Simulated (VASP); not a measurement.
Crystal: Pt.

```xyz
1
Lattice="-1.5571 1.5571 1.5571 1.5571 -1.5571 1.5571 1.5571 1.5571 -1.5571" Properties=species:S:1:pos:R:3 pbc="T T T"
Pt    0.0000    0.0000    0.0000
```

This isn't the form of Pt at room conditions, which is fcc.

* Program: VASP 6.6.1
* Task: relaxation of cell and atoms
* Functional: PBE
* Dispersion: D3(BJ)
* Potentials or basis: VASP PAW PBE potentials, release 64 (Pt)
* Cutoff: 600 eV
* k mesh: 18 × 18 × 18
* Occupations: gaussian, width 0.1 eV
* Spin: no spin polarisation

At the start: pressure 3.6 GPa; volume 15.10 Å³/atom.

Where does the relaxation end?

Over 3 steps the energy falls by 2.1 meV/atom and the volume is 15.30 Å³/atom (+1.3 %); space group Im-3m (No. 229, to 0.05 Å).

The path:
| step | energy change (eV) | largest force (eV/Å) | pressure (GPa) | volume (Å³) |
| --- | --- | --- | --- | --- |
| 1 | 0.0000 | 0.0000 | 3.56 | 15.10 |
| 2 | 0.0133 | 0.0000 | -8.66 | 15.85 |
| 3 | -0.0021 | 0.0000 | -0.05 | 15.30 |

Final structure:
```
CELL_PARAMETERS angstrom
-1.56384 1.56384 1.56384
1.56384 -1.56384 1.56384
1.56384 1.56384 -1.56384
ATOMIC_POSITIONS crystal
Pt 0.00000 0.00000 0.00000
```

Caveat: pairwise dispersion overbinds metals, which lowers pressure and volume.
